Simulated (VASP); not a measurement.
The system is SrTiO3.

```
CELL_PARAMETERS angstrom
3.89475 0.00000 0.00000
0.00000 3.89475 0.00000
0.00000 0.00000 3.89475
ATOMIC_POSITIONS crystal
Sr 0.50000 0.50000 0.50000
Ti 0.00000 0.00000 0.00000
O 0.50000 0.00000 0.00000
O 0.00000 0.50000 0.00000
O 0.00000 0.00000 0.50000
```

Base run:

| Item | Value |
| --- | --- |
| Program | VASP 6.6.1 |
| Functional | TB-mBJ |
| Potentials or basis | VASP PAW PBE potentials, release 64 (Sr_sv, Ti_sv, O) |
| Cutoff | 520 eV |
| k mesh | 8 × 8 × 8 |
| Occupations | gaussian, width 0.03 eV |
| Spin | no spin polarisation |

Its results: band gap on the k mesh 2.85 eV, indirect (least direct gap 3.26 eV).

Question: The run is repeated on the same cell with these changes: functional from TB-mBJ to PBEsol. What comes out?

Answer: Band gap on the k mesh 1.81 eV, indirect (least direct gap 2.17 eV).
